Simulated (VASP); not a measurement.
# Cs (Fm-3m) in VASP: single point with LDA

Aim: the single point of Cs with LDA.

All numbers are computed with VASP 6.6.1; they aren't measurements. Logs are shortened: lines on timing, memory, paths and dates and some standing lists are left out, and cuts for length are marked.

### Step 1. Starting point

It takes space group Fm-3m (No. 225, cubic). The conventional cell has a = 7.897 Å, b = 7.897 Å, c = 7.897 Å, α = 90.00°, β = 90.00°, γ = 90.00°.

This isn't the form of Cs at room conditions, which is bcc.

### Step 2. Single point, LDA

Contents of INCAR:

```
SYSTEM = Cs
ALGO = Normal
EDIFF = 1E-6
ENCUT = 520
ISIF = 2
ISMEAR = 0
LASPH = .TRUE.
LCHARG = .FALSE.
LREAL = .FALSE.
LWAVE = .FALSE.
NBANDS = 10
NELM = 80
PREC = Accurate
SIGMA = 0.1
```

Contents of KPOINTS:

```
k-points
0
G
  4 4 4
  0 0 0
```

Contents of POSCAR:

```
Cs
1.0
    0.0000000000      3.9483357400      3.9483357400
    3.9483357400      0.0000000000      3.9483357400
    3.9483357400      3.9483357400      0.0000000000
Cs
1
Direct
    0.0000000000      0.0000000000      0.0000000000
```

Potentials or basis: VASP PAW LDA potentials, release 64 (Cs_sv).

Started as:

```sh
cat potpaw_LDA.64/Cs_sv/POTCAR > POTCAR
mpirun -np 1 vasp_std > vasp.out
```

OUTCAR:

```text
SYSTEM = Cs
   EDIFF = 1E-6
   ENCUT = 520
   ISIF = 2
   ISMEAR = 0
   LASPH = .TRUE.
   LREAL = .FALSE.
   NELM = 80
   PREC = Accurate

 ion  position               nearest neighbor table
   1  0.000  0.000  0.000-

  LATTYP: Found a face centered cubic cell.
 ALAT       =     7.8966714800

  Lattice vectors:

 A1 = (   0.0000000000,   3.9483357400,   3.9483357400)
 A2 = (   3.9483357400,   0.0000000000,   3.9483357400)
 A3 = (   3.9483357400,   3.9483357400,   0.0000000000)

Analysis of symmetry for initial positions (statically):
=====================================================================
 Subroutine PRICEL returns:
 Original cell was already a primitive cell.

 Routine SETGRP: Setting up the symmetry group for a
 face centered cubic supercell.

 Subroutine GETGRP returns: Found 48 space group operations
 (whereof 48 operations were pure point group operations)
 out of a pool of 48 trial point group operations.

The static configuration has the point symmetry O_h .

Analysis of symmetry for dynamics (positions and initial velocities):
=====================================================================
 Subroutine PRICEL returns:
 Original cell was already a primitive cell.

 Routine SETGRP: Setting up the symmetry group for a
 face centered cubic supercell.

 Subroutine GETGRP returns: Found 48 space group operations
 (whereof 48 operations were pure point group operations)
 out of a pool of 48 trial point group operations.

The dynamic configuration has the point symmetry O_h .

 Subroutine INISYM returns: Found 48 space group operations
 (whereof 48 operations are pure point group operations),
 and found     1 'primitive' translations

----------------------------------------------------------------------------------------

                                     Primitive cell

  volume of cell :     123.1040

  direct lattice vectors                    reciprocal lattice vectors
     0.000000000  3.948335740  3.948335740    -0.126635634  0.126635634  0.126635634
     3.948335740  0.000000000  3.948335740     0.126635634 -0.126635634  0.126635634
     3.948335740  3.948335740  0.000000000     0.126635634  0.126635634 -0.126635634

  length of vectors
     5.583789952  5.583789952  5.583789952     0.219339352  0.219339352  0.219339352

  position of ions in fractional coordinates (direct lattice)
     0.000000000  0.000000000  0.000000000

  ion indices of the primitive-cell ions
   primitive index   ion index
                 1           1

----------------------------------------------------------------------------------------

 KPOINTS: k-points

Automatic generation of k-mesh.
 Grid dimensions read from file:
 generate k-points for:    4    4    4

 Generating k-lattice:

  Cartesian coordinates                     Fractional coordinates (reciprocal lattice)
    -0.031658909  0.031658909  0.031658909     0.250000000  0.000000000  0.000000000
     0.031658909 -0.031658909  0.031658909     0.000000000  0.250000000  0.000000000
     0.031658909  0.031658909 -0.031658909     0.000000000  0.000000000  0.250000000

  Length of vectors
     0.054834838  0.054834838  0.054834838

  Shift w.r.t. Gamma in fractional coordinates (k-lattice)
     0.000000000  0.000000000  0.000000000

 Subroutine IBZKPT returns following result:
 ===========================================

 Found      8 irreducible k-points:

 Following reciprocal coordinates:
            Coordinates               Weight
  0.000000  0.000000  0.000000      1.000000
  0.250000  0.000000  0.000000      8.000000
  0.500000  0.000000  0.000000      4.000000
  0.250000  0.250000  0.000000      6.000000
  0.500000  0.250000  0.000000     24.000000
 -0.250000  0.250000  0.000000     12.000000
  0.500000  0.500000  0.000000      3.000000
 -0.250000  0.500000  0.250000      6.000000
   k-points           NKPTS =      8   k-points in BZ     NKDIM =      8   number of bands    NBANDS=     10
   number of dos      NEDOS =    301   number of ions     NIONS =      1
   total plane-waves  NPLWV =  74088
   dimension x,y,z NGX =    42 NGY =   42 NGZ =   42
   dimension x,y,z NGXF=    84 NGYF=   84 NGZF=   84
   ions per type =               1
   NGX,Y,Z   is equivalent  to a cutoff of  12.50, 12.50, 12.50 a.u.
   NGXF,Y,Z  is equivalent  to a cutoff of  25.01, 25.01, 25.01 a.u.
 SYSTEM =  Cs
   PREC   = accura    normal or accurate (medium, high low for compatibility)
   ISTART =      0    job   : 0-new  1-cont  2-samecut
   ICHARG =      2    charge: 1-file 2-atom 10-const
   ISPIN  =      1    spin polarized calculation?
   LNONCOLLINEAR =      F non collinear calculations
   LSORBIT =      F    spin-orbit coupling
   LASPH  =      T    aspherical Exc in radial PAW
   ENCUT  =  520.0 eV  38.22 Ry    6.18 a.u.  10.38 10.38 10.38*2*pi/ulx,y,z
   NELM   =     80;   NELMIN=  2; NELMDL= -5     # of ELM steps
   EDIFF  = 0.1E-05   stopping-criterion for ELM
   LREAL  =      F    real-space projection
   EDIFFG = 0.1E-04   stopping-criterion for IOM
   NSW    =      0    number of steps for IOM
   IBRION =     -1    ionic relax: 0-MD 1-quasi-New 2-CG
   NFREE  =      0    steps in history (QN), initial steepest desc. (CG)
   ISIF   =      2    stress and relaxation
   ISYM   =      2    0-nonsym 1-usesym 2-fastsym
   POTIM  = 0.5000    time-step for ionic-motion
   TEBEG  =    0.0;   TEEND  =   0.0 temperature during run
   PSTRESS=    0.0 pullay stress
   NELECT =       9.0000    total number of electrons
   NUPDOWN=      -1.0000    fix difference up-down
   EMIN   =  10.00;   EMAX   =-10.00  energy-range for DOS
   EFERMI =   0.00;   METHOD = LEGACY
   ISMEAR =     0;   SIGMA  =   0.10  broadening in eV -4-tet -1-fermi 0-gaus
   EFERMI_NEDOS =   21; number of points for ismear=-14 and -15
   IALGO  =     38    algorithm
   IMIX   =      4    mixing-type and parameters
     AMIX     =   0.40;   BMIX     =  1.00
     AMIX_MAG =   1.60;   BMIX_MAG =  1.00
  volume/ion in A,a.u.               =     123.10       830.75
  Fermi-wavevector in a.u.,A,eV,Ry     =   0.684539  1.293591  6.375605  0.468594
  Thomas-Fermi vector in A             =   1.764221
   LORBIT       =      0    0 simple, 1 ext, 2 COOP (PROOUT), +10 PAW based schemes
   GGA     = CA    functional components
   LHFCALC =     F    Hartree Fock is set to
   AEXX    =    0.0000 exact exchange contribution
   IVDW    =     0    specifies the selected vdW correction
   LEPSILON=     F    determine dielectric tensor
   LRPA    =     F    only Hartree local field effects (RPA)
 non-spin polarized calculation
 Gauss-broadening in eV      SIGMA  =   0.10
  energy-cutoff  :      520.00
  volume of cell :      123.10
 maximum number of plane-waves:      3329
 NGX is ok and might be reduce to    42
   NGX = 21   NGY = 21   NGZ = 21

 number of electron       9.0000001 magnetization

 Free energy of the ion-electron system (eV)
  ---------------------------------------------------
  ext. energy  EPLUGINS =         0.00000000
  ---------------------------------------------------
  free energy    TOTEN  =        -0.92820375 eV

  energy without entropy =       -0.92213384  energy(sigma->0) =       -0.92516879

 E-fermi :   0.2085     XC(G=0):  -5.3662

 val. band max:        0.0839357434   @ k =   0.5000   0.0000   0.0000
 cond. band min:       0.3261014454   @ k =   0.5000   0.2500   0.0000
 fundamental gap:      0.2421657020
 Fermi energy:         0.2085277268

 k-point     1 :       0.0000    0.0000    0.0000
  band No.  band energies     occupation
      1     -23.7276      2.00000
      2     -10.4737      2.00000
      3     -10.4737      2.00000
      4     -10.4737      2.00000
      5      -1.4855      2.00000
      6       2.4773      0.00000
      7       2.4773      0.00000
      8       2.4773      0.00000
      9       3.4807      0.00000
     10       3.4807      0.00000

 k-point     2 :       0.2500    0.0000    0.0000
  band No.  band energies     occupation
      1     -23.7255      2.00000
      2     -10.5295      2.00000
      3     -10.4814      2.00000
      4     -10.4814      2.00000
      5      -0.9062      2.00000
      6       1.7217      0.00000
      7       2.5636      0.00000
      8       2.5636      0.00000
      9       3.4117      0.00000
     10       3.4117      0.00000

 k-point     3 :       0.5000    0.0000    0.0000
  band No.  band energies     occupation
      1     -23.7233      2.00000
      2     -10.5837      2.00000
      3     -10.4890      2.00000
      4     -10.4890      2.00000
      5       0.0839      1.92193
      6       0.9065      0.00000
      7       2.3584      0.00000
      8       2.3584      0.00000
      9       4.2261      0.00000
     10       4.2520      0.00000

 k-point     4 :       0.2500    0.2500    0.0000
  band No.  band energies     occupation
      1     -23.7247      2.00000
      2     -10.5273      2.00000
      3     -10.4940      2.00000
      4     -10.4940      2.00000
      5      -0.7159      2.00000
      6       1.6644      0.00000
      7       2.2599      0.00000
      8       2.8678      0.00000
      9       2.8678      0.00000
     10       3.8073      0.00000

 k-point     5 :       0.5000    0.2500    0.0000
  band No.  band energies     occupation
      1     -23.7225      2.00000
      2     -10.5650      2.00000
      3     -10.5177      2.00000
      4     -10.5017      2.00000
      5       0.3261      0.09636
      6       1.1063      0.00000
      7       1.7096      0.00000
      8       2.8414      0.00000
      9       3.3736      0.00000
     10       4.2948      0.00000

 k-point     6 :      -0.2500    0.2500    0.0000
  band No.  band energies     occupation
      1     -23.7233      2.00000
      2     -10.5527      2.00000
      3     -10.5201      2.00000
      4     -10.4891      2.00000
      5      -0.0602      1.99986
      6       1.4569      0.00000
      7       1.6668      0.00000
      8       2.7453      0.00000
      9       3.3097      0.00000
     10       4.1138      0.00000

 k-point     7 :       0.5000    0.5000    0.0000
  band No.  band energies     occupation
      1     -23.7218      2.00000
      2     -10.5774      2.00000
      3     -10.5142      2.00000
      4     -10.5142      2.00000
      5       0.4576      0.00043
      6       1.1840      0.00000
      7       1.4975      0.00000
      8       3.9533      0.00000
      9       3.9533      0.00000
     10       4.0094      0.00000

 k-point     8 :      -0.2500    0.5000    0.2500
  band No.  band energies     occupation
      1     -23.7218      2.00000
      2     -10.5460      2.00000
      3     -10.5460      2.00000
      4     -10.5152      2.00000
      5       0.9541      0.00000
      6       1.3114      0.00000
      7       1.3114      0.00000
      8       2.0250      0.00000
      9       4.1744      0.00000
     10       4.3472      0.00000

------------------------ aborting loop because EDIFF is reached ----------------------------------------

  FORCE on cell =-STRESS in cart. coord.  units (eV):
  Direction    XX          YY          ZZ          XY          YZ          ZX
  --------------------------------------------------------------------------------------
  -------------------------------------------------------------------------------------
  Total       -0.3109622     -0.3109622     -0.3109622     -0.0000000     -0.0000000      0.0000000
  in kB       -4.0471187     -4.0471187     -4.0471187     -0.0000000     -0.0000000      0.0000000
  external PRESSURE =      -4.0471187 kB  Pullay stress =       0.0000000 kB

 VOLUME and BASIS-vectors are now :
 -----------------------------------------------------------------------------
  energy-cutoff  :      520.00
  volume of cell :      123.10
      direct lattice vectors                 reciprocal lattice vectors
     0.000000000  3.948335740  3.948335740    -0.126635634  0.126635634  0.126635634
     3.948335740  0.000000000  3.948335740     0.126635634 -0.126635634  0.126635634
     3.948335740  3.948335740  0.000000000     0.126635634  0.126635634 -0.126635634

 POSITION                                       TOTAL-FORCE (eV/Angst)
 -----------------------------------------------------------------------------------
      0.00000      0.00000      0.00000        -0.000000      0.000000     -0.000000
 -----------------------------------------------------------------------------------
    total drift:                               -0.000000     -0.000000     -0.000000

  FREE ENERGIE OF THE ION-ELECTRON SYSTEM (eV)
  ---------------------------------------------------
  free  energy   TOTEN  =        -0.9282037484 eV

  energy  without entropy=       -0.9221338389  energy(sigma->0) =       -0.92516879
```

Run time: 4.7 s. Hardware: 1 thread of AMD EPYC 9R45 (Zen 5), shared host; peak memory 0.15 GiB.

Results:

| Property | Result |
| --- | --- |
| Free energy | -0.9282 eV |
| Pressure | -0.4 GPa |
| Band gap on the k mesh | none (metal or under the smearing width) |

Levels at points of the mesh, in eV from the Fermi level:
| k point | band 1 | band 2 | band 3 | band 4 | band 5 | band 6 | band 7 | band 8 | band 9 | band 10 |
| --- | --- | --- | --- | --- | --- | --- | --- | --- | --- | --- |
| (0.00, 0.00, 0.00) | -23.94 | -10.68 | -10.68 | -10.68 | -1.69 | 2.27 | 2.27 | 2.27 | 3.27 | 3.27 |
| (0.50, 0.00, 0.00) | -23.93 | -10.79 | -10.70 | -10.70 | -0.12 | 0.70 | 2.15 | 2.15 | 4.02 | 4.04 |
| (0.50, 0.50, 0.00) | -23.93 | -10.79 | -10.72 | -10.72 | 0.25 | 0.98 | 1.29 | 3.74 | 3.74 | 3.80 |
